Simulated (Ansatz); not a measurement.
Runs of Ansatz 0.2.0 on ZnSiP2. The structure is tetragonal, space group I-42d (No. 122). The conventional cell has a = 5.373 Å, b = 5.373 Å, c = 10.460 Å, α = 90.00°, β = 90.00°, γ = 90.00°. Zn (site symmetry -4) is surrounded by 4 P at 2.36 Å. P (site symmetry 2) has 2 Si at 2.25 Å and 2 Zn at 2.36 Å as nearest neighbours. Around Si (site symmetry -4) lie 4 P at 2.25 Å. The cell is a database's computed one.

```csv
level,cutoff (eV),gap on the mesh (eV),pressure (GPa),largest force (eV/Å)
RPBE,420,(a),(c),-
revPBE,420,1.37,3.7,0.01
BLYP,420,1.51,6.1,0.01
r2SCAN,500,1.56,0.2,(b)
```

Alike in all rows: task band structure; potentials or basis Ansatz PAW; no spin polarisation; cell as given; k mesh 5 × 5 × 5; smearing fermi-dirac 0.05 eV.

Question: Estimate the missing entries.

Answer: (a) 1.39; (b) 0.04; (c) 4.3.

Caveats: the PAW data sets come from PBE, with cores solved anew for the run's functional, which leaves a small shift of forces and pressure.

Runs at the PBE level aren't shown here.
